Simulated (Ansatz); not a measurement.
## Ga_N in GaN (P6_3mc): charge-transition levels and formation energies

Charge states of Ga_N in GaN (P6_3mc), set against the band edges. Model: a cell of 72 host atoms with 1 N taken out and 1 Ga put in.

Program: Ansatz 0.2.0. Level of theory: place-levels on r2SCAN runs: charge-transition levels and formation energies with image-charge correction and potential alignment at the atomic sites. Results are calculated unless marked as measured.

Experimental background.

“On the origin of Blue Luminescence in Mg doped GaN” (2017, arxiv:1708.04036) quotes from earlier work for GaN, wurtzite (literature experimental value, sample not described, 2 K): band gap (band gap at 2 K) 3.51 eV [Literature value quoted for comparison without method or sample details; may be an …].

**1. The starting structure**

The cell holds 72 atoms: 37 Ga and 35 N. Its edges and angles: a = 9.549 Å, b = 9.549 Å, c = 10.367 Å, α = 90.0°, β = 90.0°, γ = 120.0°. It derives from GaN (space group P6_3mc). Nearest the centre at fractional (0.556, 0.444, 0.438): Ga35 at 0.00 Å, Ga26 at 1.95 Å, Ga58 at 1.95 Å, Ga34 at 1.95 Å, Ga33 at 1.95 Å, N64 at 3.18 Å, N32 at 3.18 Å, N40 at 3.18 Å.

Structure file:

```xyz
72
Lattice="9.5493 0.0000 0.0000 -4.7746 8.2699 0.0000 0.0000 0.0000 10.3672" Properties=species:S:1:pos:R:3 pbc="T T T"
Ga    1.5915    0.9189    2.5872
Ga    0.0000    1.8378    5.1790
N     1.5915    0.9189    4.5403
N     0.0000    1.8378    1.9485
Ga    1.5915    0.9189    7.7707
Ga    0.0000    1.8378   10.3625
N     1.5915    0.9189    9.7238
N     0.0000    1.8378    7.1320
Ga    0.0000    3.6755    2.5872
Ga   -1.5915    4.5944    5.1790
N     0.0000    3.6755    4.5403
N    -1.5915    4.5944    1.9485
Ga    0.0000    3.6755    7.7707
Ga   -1.5915    4.5944   10.3625
N     0.0000    3.6755    9.7238
N    -1.5915    4.5944    7.1320
Ga   -1.5915    6.4321    2.5872
Ga   -3.1831    7.3510    5.1790
N    -1.5915    6.4321    4.5403
N    -3.1831    7.3510    1.9485
Ga   -1.5915    6.4321    7.7707
Ga   -3.1831    7.3510   10.3625
N    -1.5915    6.4321    9.7238
N    -3.1831    7.3510    7.1320
Ga    4.7746    0.9189    2.5872
Ga    3.1831    1.8378    5.1790
N     4.7746    0.9189    4.5403
N     3.1831    1.8378    1.9485
Ga    4.7746    0.9189    7.7707
Ga    3.1831    1.8378   10.3625
N     4.7746    0.9189    9.7238
N     3.1831    1.8378    7.1320
Ga    3.1831    3.6755    2.5872
Ga    1.5915    4.5944    5.1790
Ga    3.1831    3.6755    4.5403
N     1.5915    4.5944    1.9485
Ga    3.1831    3.6755    7.7707
Ga    1.5915    4.5944   10.3625
N     3.1831    3.6755    9.7238
N     1.5915    4.5944    7.1320
Ga    1.5915    6.4321    2.5872
Ga    0.0000    7.3510    5.1790
N     1.5915    6.4321    4.5403
N     0.0000    7.3510    1.9485
Ga    1.5915    6.4321    7.7707
Ga    0.0000    7.3510   10.3625
N     1.5915    6.4321    9.7238
N     0.0000    7.3510    7.1320
Ga    7.9577    0.9189    2.5872
Ga    6.3662    1.8378    5.1790
N     7.9577    0.9189    4.5403
N     6.3662    1.8378    1.9485
Ga    7.9577    0.9189    7.7707
Ga    6.3662    1.8378   10.3625
N     7.9577    0.9189    9.7238
N     6.3662    1.8378    7.1320
Ga    6.3662    3.6755    2.5872
Ga    4.7746    4.5944    5.1790
N     6.3662    3.6755    4.5403
N     4.7746    4.5944    1.9485
Ga    6.3662    3.6755    7.7707
Ga    4.7746    4.5944   10.3625
N     6.3662    3.6755    9.7238
N     4.7746    4.5944    7.1320
Ga    4.7746    6.4321    2.5872
Ga    3.1831    7.3510    5.1790
N     4.7746    6.4321    4.5403
N     3.1831    7.3510    1.9485
Ga    4.7746    6.4321    7.7707
Ga    3.1831    7.3510   10.3625
N     4.7746    6.4321    9.7238
N     3.1831    7.3510    7.1320
```

The host's dielectric constants go in as inputs: (5.84, 5.84, 6.02) for the electrons alone, (10.10, 10.10, 11.18) with the ions, computed on the host (DFPT, PBEsol).

The cell's shortest repeat is 9.5 Å.

**2. The runs of each charge state**

Levels follow from differences of total energies between charge states, each relaxed by itself.

Each atom starts 0.05 Å or so off its site in a random direction: a symmetric start keeps its symmetry, and would miss off-centre moves and Jahn–Teller distortions. Forces are taken at one point at (¼, ¼, ¼). The cell holds 2 electrons more than the neutral one, with a uniform background that keeps it neutral on the whole.

One of the inputs; charge, spin and start change from state to state.

Contents of qm2.relax/input.yaml:

```yaml
crystal:
  lattice:
    - [3.18308641, 0.0, 0.0]
    - [-1.5915432, 2.75663369, 0.0]
    - [0.0, 0.0, 5.18358056]
  atoms:
    - { symbol: Ga, position: [0.666667, 0.333333, 0.499108] }
    - { symbol: Ga, position: [0.333333, 0.666667, 0.999108] }
    - { symbol: "N", position: [0.666667, 0.333333, 0.875892] }
    - { symbol: "N", position: [0.333333, 0.666667, 0.375892] }
  supercell: [3, 3, 2]
  defects: [{ substitution: { at: 34, symbol: Ga } }]
total_charge: -2
basis:
  ecutwfc: 500
  xc_grid: 2
hamiltonian:
  xc: r2scan
kpoints:
  mp_grid: { grid: [1, 1, 1], shift: [0.25, 0.25, 0.25] }
scf:
  occupations: { method: fixed }
  max_iter: 100
output:
  forces: true
  charged_corrections:
    epsilon: [5.84, 5.84, 6.02]
    static_epsilon: [10.1, 10.1, 11.18]
    defect_position: [0.555556, 0.444444, 0.437946]
relax:
  f_tol: 0.02
  max_steps: 60
  random_displacement: { amplitude: 0.05, seed: 7074 }
checkpoint:
  write: "../qm2.relax.run"
  compress: false
  write_wavefunctions: true
  write_every: 100000
```

Run with:

```sh
$ ansatz run input.yaml --threads 32 --pin off --max-ram 84787MiB --backend cuda --events-out ev --progress --plain --runs-dir out --max-vram 78GiB
```

Defect states can disperse in a cell of this size, so the energy is taken again at a 2×2×2 shifted mesh, on the relaxed structure.

The run of this state that the levels use, under r2SCAN:

Contents of qm2.semi/input.yaml:

```yaml
crystal:
  checkpoint: "../qm2.relax.run"
  host: checkpoint
total_charge: -2
basis:
  ecutwfc: 500
  xc_grid: 2
hamiltonian:
  xc: r2scan
kpoints:
  mp_grid: { grid: [2, 2, 2], shift: [0.5, 0.5, 0.5] }
scf:
  occupations: { method: fixed }
  max_iter: 100
output:
  forces: true
  charged_corrections:
    epsilon: [5.84, 5.84, 6.02]
    static_epsilon: [10.1, 10.1, 11.18]
    defect_position: [0.555556, 0.444444, 0.437946]
  eigenvalues: true
  eigenstates: { localisation: true }
checkpoint:
  read: "../qm2.relax.run"
  write: "../qm2.semi.run"
  compress: false
  write_wavefunctions: false
  write_every: 100000
```

Relaxations under r2SCAN at one point at (¼, ¼, ¼); times on 1 × NVIDIA GB200 with 32 threads of Arm Neoverse V2, shared host:

```
charge  moment (μB)  occupations    outcome  steps  largest displacement against the far atoms (Å)   time
    −2            0        fixed  converged      8                                            0.27  7.6 s
    −1            1        fixed  converged      9                                            0.32   13 s
     0            0        fixed  converged      8                                            0.40  8.1 s
    +1            1        fixed  converged      8                                            0.46   13 s
    +2            0        fixed  converged      9                                            0.65    8 s
```

Single points under r2SCAN at a 2×2×2 shifted mesh; times on 1 × NVIDIA GB200 with 32 threads of Arm Neoverse V2, shared host:

```
charge  moment (μB)  occupations    outcome   time
    −2            0        fixed  converged  3.5 s
    −1            1        fixed  converged    9 s
     0            0        fixed  converged  3.4 s
    +1            1        fixed  converged  9.6 s
    +2            0        fixed  converged  3.8 s
```

Relaxations under HSE06 at one point at (¼, ¼, ¼); times on 1 × NVIDIA GB200 with 32 threads of Arm Neoverse V2, shared host:

```
charge  moment (μB)  occupations    outcome  steps  largest displacement against the far atoms (Å)  time
    −2            0        fixed  converged      3                                            0.29  19 s
    −1            1        fixed  converged      3                                            0.34  34 s
     0            0        fixed  converged      5                                            0.42  30 s
    +1            1        fixed  converged      6                                            0.50  77 s
    +2            0        fixed  converged      8                                            0.84  49 s
```

Distances (Å) from Ga35 to the nearest atoms after relaxation with HSE06:

```
charge  moment (μB)       1.       2.       3.       4.       5.      6.
    −2            0  Ga 2.16  Ga 2.16  Ga 2.17  Ga 2.18  Ga 3.15  N 3.26
    −1            1  Ga 2.19  Ga 2.20  Ga 2.20  Ga 2.24   N 3.21  N 3.21
     0            0  Ga 2.21  Ga 2.25  Ga 2.25  Ga 2.30   N 3.10  N 3.18
    +1            1  Ga 2.27  Ga 2.30  Ga 2.32  Ga 2.36   N 3.15  N 3.17
    +2            0  Ga 2.28  Ga 2.36  Ga 2.43  Ga 2.54   N 2.69  N 3.00
```

**3. place-levels, r2SCAN**

A charged cell interacts with its images and the background, and its potential has another zero than the host's. place-levels removes the first by a point-charge model, screened by the static dielectric constant since the ions have relaxed around the charge, and the second by comparing potentials at atoms far from the defect.

The host is a run of the defect-free crystal in the same cutoffs, grids and k-points, so that basis and sampling errors cancel in part in the differences. The host is run in a cell of 4 atoms on a matching mesh. Its band edges are searched through the zone by a band path, so the gap is smaller than, or equal to, that on the mesh. Chemical potentials are energies per atom of N (N2 molecule) and Ga (alpha-Ga (Cmce)), run with the same functional and cutoff.

Contents of levels.semi.yaml:

```yaml
host:
  run: host.semi.run
states: [qm2.semi.run, qm1_M1.semi.run, q0.semi.run, qp1_M1.semi.run, qp2.semi.run]
geometry_from:
  qm2.semi.run: qm2.relax.run
  qm1_M1.semi.run: qm1_M1.relax.run
  q0.semi.run: q0.relax.run
  qp1_M1.semi.run: qp1_M1.relax.run
  qp2.semi.run: qp2.relax.run
  host.semi.run: host.relax.run
chemical_potentials:
  "N":
    energy: -384.812052
    dataset: "<sha256 of the dataset>"
  Ga:
    energy: -3790.266927
    dataset: "<sha256 of the dataset>"
```

Run with:

```sh
$ ansatz place-levels levels.semi.yaml -- --threads 32 --pin off --max-ram 84787MiB
```

Numbers of over 12 decimals in the logs are rounded to 6 here.

Log:

```text
[... repeated set-up lines and file paths are left out, and long positions are rounded to six places ...]
(+2/+1) 0.584 eV above the valence edge, 1.767 eV under the conduction edge
(+1/0) 1.657 eV above the valence edge, 0.695 eV under the conduction edge
(0/-1) 1.906 eV above the valence edge, 0.445 eV under the conduction edge
(-1/-2) 2.351 eV above the valence edge (+2.795 eV without the band-filling correction), 0.000 eV under the conduction edge
formation energy of charge +2: +5.502 eV with the Fermi level at the valence edge
formation energy of charge +1: +6.086 eV with the Fermi level at the valence edge
formation energy of charge 0: +7.743 eV with the Fermi level at the valence edge
formation energy of charge -1: +9.649 eV with the Fermi level at the valence edge
formation energy of charge -2: +12.000 eV with the Fermi level at the valence edge
  edges by r2scan, gap 2.351 eV; the host is sampled to repeats of 19.10 Å
  the defect's cells are sampled to repeats of 19.10 Å, like sampling
  charge +2: -153768.8941 eV with its correction of +1.072 eV, at epsilon [10.1, 10.1, 11.18], aligned at sites: +0.1161 eV, mean over 33 atomic sites at or beyond 4.77 Å from the defect at [0.5556, 0.4444, 0.4379], with +0.012920 for the charge's moments and [...]
  charge +1: -153758.8238 eV with its correction of +0.345 eV, at epsilon [10.1, 10.1, 11.18], aligned at sites: +0.1353 eV, mean over 33 atomic sites at or beyond 4.77 Å from the defect at [0.5556, 0.4444, 0.4379], with -0.006798 for the charge's moments and [...]
  charge 0: +0.000 eV for its dipole among its images, +0.020 omitted
  charge -1: -153736.2885 eV with its correction of +0.036 eV, at epsilon [10.1, 10.1, 11.18], aligned at sites: +0.1738 eV, mean over 33 atomic sites at or beyond 4.77 Å from the defect at [0.5556, 0.4444, 0.4379], with -0.005953 for the charge's moments and [...]
  charge -2: -153724.0075 eV with its correction of +0.460 eV, at epsilon [10.1, 10.1, 11.18], aligned at sites: +0.1901 eV, mean over 33 atomic sites at or beyond 4.77 Å from the defect at [0.5556, 0.4444, 0.4379], with +0.000000 for the charge's moments and [...]
  of states[4] (qp2.semi.run): how wide its charge is, is not read beside other atoms or cores, and a band state would take no correction. [...]
  of states[3] (qp1_M1.semi.run): how wide its charge is, is not read beside other atoms or cores, and a band state would take no correction. [...]
  of states[2] (q0.semi.run): its displacements don't fall off away from the defect: farther atoms stand 0.036 Å off the host's places. [...]
  of states[1] (qm1_M1.semi.run): how wide its charge is, is not read beside other atoms or cores, and a band state would take no correction. [...]
  of states[0] (qm2.semi.run): how wide its charge is, is not read beside other atoms or cores, and a band state would take no correction. [...]
```

Wall time 0.27 s (32 threads of Arm Neoverse V2, shared host).

Levels between the charges placed, in eV above the valence top:

```
        gap (eV)  (+2/+1)  (+1/0)  (0/−1)  (−1/−2)
r2SCAN      2.35     0.58    1.66    1.91     2.35
```

Corrections by state:

```
charge  moment (μB)  image terms and alignment (eV)  band filling (eV)                                  ε used  over the lowest of its charge, as the program ranks them, band filling apart (eV)
    +2          0.0                           1.072                  -  principal values (10.10, 10.10, 11.18)                                                                              0.000
    +1          1.0                           0.345                  -  principal values (10.10, 10.10, 11.18)                                                                              0.000
     0          0.0                           0.000                  -                                       -                                                                              0.000
    −1          1.0                           0.036                  -  principal values (10.10, 10.10, 11.18)                                                                              0.000
    −2          0.0                           0.460             -0.443  principal values (10.10, 10.10, 11.18)                                                                              0.000
```

From the program's caveats on the states, each cut to its opening words:

- charge +2, +1 (1 μB), −1 (1 μB), −2: how wide its charge is, is not read beside other atoms or cores, and a band state would take no correction
- charge +2: its alignment with the host at atomic sites is doubtful: the mean over the far sites moves by -0.0663 eV from their farther parts to their nearer, more than [...]
- charge +2: the host's ions (past the first shell or, of a walk that freed a part, those that it held) aren't shown at rest: they stand up to 0.223 Å off their sites, 1.16 [...]
- charge +2, −2: its displacements don't fall off away from the defect: farther atoms stand 0.034 Å off the host's places
- charge +1 (1 μB): the host's ions (past the first shell or, of a walk that freed a part, those that it held) aren't shown at rest: they stand up to 0.135 Å off their sites, 2.86 [...]
- charge +1 (1 μB): its displacements don't fall off away from the defect: farther atoms stand 0.025 Å off the host's places
- charge +1 (1 μB), −1 (1 μB): flagged: stability check not made
- charge 0: its displacements don't fall off away from the defect: farther atoms stand 0.036 Å off the host's places
- charge −1 (1 μB): its displacements don't fall off away from the defect: farther atoms stand 0.032 Å off the host's places
- charge −2: a band-filling correction moves a carrier to the host's band edge, which changes its energy by -0.443 eV
- charge −2: its alignment with the host at atomic sites is doubtful: the mean over the far sites moves by +0.0826 eV from their farther parts to their nearer, more than [...]

The host's formation energy from the elements is -0.655 eV per atom; it sets how far the chemical potentials can move.

Limit set by the element alone; other compounds of these elements are not counted. Chemical potentials from the elements' reference states: Ga 0.00 eV, N -1.31 eV. Formation energy by charge state (Ga-rich; gap 2.35 eV):

```
charge  at valence top (eV)  at conduction bottom (eV)  correction included (eV)
    +2                 4.19                       8.90                      1.07
    +1                 4.78                       7.13                      0.35
     0                 6.43                       6.43                      0.00
    −1                 8.34                       5.99                      0.04
    −2                10.69                       5.99                      0.02
```

(Fermi level (eV), lowest formation energy (eV)): (0.00, 4.19), (0.21, 4.62), (0.43, 5.05), (0.64, 5.42), (0.85, 5.63), (1.07, 5.84), (1.28, 6.06), (1.50, 6.27), (1.71, 6.43), (1.92, 6.42), (2.14, 6.20), (2.35, 5.99)

Limit set by the element alone; other compounds of these elements are not counted. Chemical potentials from the elements' reference states: N 0.00 eV, Ga -1.31 eV. Formation energies (N-rich), with the Fermi level at the valence top and at the conduction bottom (gap 2.35 eV):

```
charge  at valence top (eV)  at conduction bottom (eV)  correction included (eV)
    +2                 6.81                      11.51                      1.07
    +1                 7.39                       9.75                      0.35
     0                 9.05                       9.05                      0.00
    −1                10.96                       8.61                      0.04
    −2                13.31                       8.61                      0.02
```

Fermi level (eV), lowest formation energy (eV) and a bar from the least value:
```
     0.00       6.81 
     0.21       7.24 ######
     0.43       7.67 ###########
     0.64       8.04 ################
     0.85       8.25 ###################
     1.07       8.46 ######################
     1.28       8.68 #########################
     1.50       8.89 ############################
     1.71       9.05 ##############################
     1.92       9.03 ##############################
     2.14       8.82 ###########################
     2.35       8.61 ########################
```

**4. What came out**

```yaml
gap_of_the_host: 2.35 eV (r2SCAN)
level_plus_2_plus_1: 0.58 eV above the valence top
level_plus_1_over_0: 1.66 eV above the valence top
level_0_minus_1: 1.91 eV above the valence top
level_minus_1_minus_2: 2.35 eV above the valence top, at the conduction bottom (2.79 eV above the valence top without the band-filling term)
lowest_of_the_charges_placed_just_above_the_valence_top_0p02_ev: +2
lowest_of_the_charges_placed_just_below_the_conduction_bottom_0p02_ev: −1
lowest_formation_energy_at_mid_gap_of_the_charges_run_ga_rich: 5.95 eV
lowest_formation_energy_at_mid_gap_of_the_charges_run_n_rich: 8.57 eV
```

In words: Of the charges placed (−2, −1, 0, +1 and +2), the lowest changes at 0.58 eV (+2/+1), 1.66 eV (+1/0) and 1.91 eV (0/−1) above the valence top, in a gap of 2.35 eV. (+2/+1) lies nearer to a band edge than the share of the finite-size correction in it (0.73 eV), and that correction holds for a localised charge alone. Charges above +2 were not placed, so these runs say nothing of levels that involve them. States placed: +2 at 0 μB; +1 at 1 μB; 0 at 0 μB; −1 at 1 μB; −2 at 0 μB. Other spin states or structures, where not listed, weren't placed. The program finds carriers beyond a band edge of the host and adds a band-filling term at charge −2 (-0.44 eV); steps to such a charge show no bound level, and a defect level inside a band would be read the same way. Charge 0 and +2 ran without spin polarisation alone, with filled and empty levels under 1 eV apart; a triplet, if lower, would move its levels. The program doubts the alignment of potentials for at least one state, a sign that the cell is small. What this leaves open: r2SCAN makes the gap too small and tends to spread out bound carriers; where a gas molecule sets a chemical potential or the host's formation energy, its binding is uncorrected; force components of up to 0.37 eV/Å remain in a run at the final settings.

Calculation against experiment:

| quantity | measured | r2SCAN |
| --- | --- | --- |
| band gap (least gap of the host) (eV) | 3.51 | 2.35 (-1.16 eV) |

Measured values from arxiv:1708.04036 (2017).

How well it matches: The band gap is off by -1.16 eV: a clear miss. Local and semilocal functionals usually give gaps below the measured ones. Zero-point and thermal motion shift the measured gap.

[Logs are printed without paths, hosts, clocks, repeated set-up lines and the standing remarks that a program may print on its own settings, such as how far it seeks lower states.]

[Hosts, paths, dates, database ids (printed as entryN), source tags and the programs' standing remarks are cut or masked in the printed files.]

[Where a table of states has a column of steps, it counts the stored structures, which are thinned; the runs took as many ionic steps or more.]

[A defect's name tells the site on which it was built; relaxed atoms can leave that site.]

[For some hosts the program warned that the k-mesh of the response run may be too coarse for force constants and the static dielectric constant; such warnings are not shown here.]
